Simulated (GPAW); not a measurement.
ZnS:

```
Zn S
1.0
     3.82121    0.00000    0.00000
     1.91060    3.30926    0.00000
     1.91060    1.10309    3.12000
Zn S
1 1
Direct
  0.75000 0.75000 0.75000
  0.00000 0.00000 0.00000
```

Base run:

| Item | Value |
| --- | --- |
| Program | GPAW 26.7.0 |
| Functional | PBEint |
| Potentials or basis | PAW data sets generated in the run's folder for this functional |
| Cutoff | 600 eV |
| Basis | pw |
| k mesh | 7 × 7 × 7 |
| Occupations | fermi-dirac, width 0.05 eV |
| Spin | no spin polarisation |

Its results: band gap on the k mesh 2.05 eV, direct; pressure -0.6 GPa.

Problem. The run is repeated on the same cell with these changes: functional from PBEint to AM05. What comes out?

Solution. Band gap on the k mesh 2.09 eV, direct; pressure -1.3 GPa.

Not every run made on this cell is shown here.
